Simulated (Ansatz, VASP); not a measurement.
# TePb: VASP beside Ansatz

```
Te Pb
1.0
     3.68620    0.00000    0.00000
     0.00000    3.68620    0.00000
     0.00000    0.00000    3.68620
Te Pb
1 1
Cartesian
  1.8431 1.8431 1.8431
  0.0000 0.0000 0.0000
```

Alike in both runs: functional r2SCAN; k mesh 6 × 6 × 6; occupations gaussian, width 0.1 eV; no spin polarisation.

Ansatz relaxed the structure, and its values are those at the end. VASP's run is a single point on that final structure, the one shown.

|  | VASP | Ansatz |
| --- | --- | --- |
| version | VASP 6.6.1 | Ansatz 0.2.0 |
| potentials or method | VASP PAW PBE potentials, release 64 (Te, Pb_d) | scalar-relativistic, plane waves, PAW |
| plane-wave cutoff (eV) | 520 | 500 |
| valence electrons in the cell | 20 | 30 |

VASP gave:

```
gap on the k mesh at the Fermi level (eV) : none
pressure (GPa)                            : 17.7
```

**Question.** Which values does Ansatz return?

**Answer.** gap on the k mesh at the Fermi level (eV): none; pressure (GPa): 17.6.

A gap of «none» marks a metal or a gap that the smearing closes. The two sets of potentials don't hold the same shells in valence.

Caveats: so large a pressure means that the cell lies far from this level's equilibrium, or that cutoff or potentials fall short (VASP); the potentials were made for another functional, which shifts forces and pressure (VASP). Spin-orbit coupling is left out, which matters for the levels of Pb, Te.
